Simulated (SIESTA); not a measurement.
# Cs in SIESTA: convergence with EnergyShift

Cs:

```
Cs
1.0
     2.98138   -4.27939    0.11490
     3.00901    4.29861   -0.01089
    -2.47859   -0.07219    4.45791
Cs
1
Direct
  0.00954 0.00592 0.50813
```

The cell isn't the ideal one: cell strained at random at fixed volume.

* Program: SIESTA 5.4.2
* Task: single point
* Functional: PBE
* Potentials or basis: PseudoDojo 0.4 standard (PBE files)
* Basis: DZP (energy shift 0.05 Ry; d shell added on Cs)
* Grid cutoff: 500 Ry
* Energy shift: 0.05 Ry
* k mesh: 4 × 4 × 4
* Occupations: fermi-dirac, width 0.05 eV
* Spin: no spin polarisation

These are the settings of the first run; the series varies EnergyShift, with any setting tied to it.

Hardware: 1 thread of Arm Neoverse V1 (shared host).

| EnergyShift | energy less the tightest run, at zero smearing (meV/atom) | pressure (GPa) | SCF cycles | CPU time (s) | peak memory (GiB) |
| --- | --- | --- | --- | --- | --- |
| 0.05 | 3049.77 | -0.93 | 8 | 6.2 | 0.18 |
| 0.03 | 1742.59 | -0.28 | 8 | 7.2 | 0.19 |
| 0.02 | 1104.52 | -0.12 | 6 | 6.9 | 0.2 |
| 0.01 | 507.17 | -0.06 | 7 | 7.5 | 0.2 |
| 0.005 | 229.13 | -0.05 | 7 | 7.5 | 0.2 |
| 0.003 | 118.95 | -0.06 | 7 | 7.7 | 0.2 |
| 0.002 | 60.77 | -0.07 | 7 | 7.8 | 0.2 |
| 0.001 | 0.00 | -0.08 | 7 | 7.9 | 0.2 |

Against the tightest run, the pressure stays within 0.1 GPa from 0.02 on. Not settled before the last step: the energy (to 1 meV/atom). The tightest run that finished is the yardstick and may itself not be fully converged.

Caveat, for the tightest run too: semicore shells carry a single zeta, which can move pressures by several GPa and volumes by a few percent; the basis of atomic orbitals isn't converged, which shifts pressures, moduli and gaps. The run has no spin-orbit coupling, so splittings on Cs are missing.
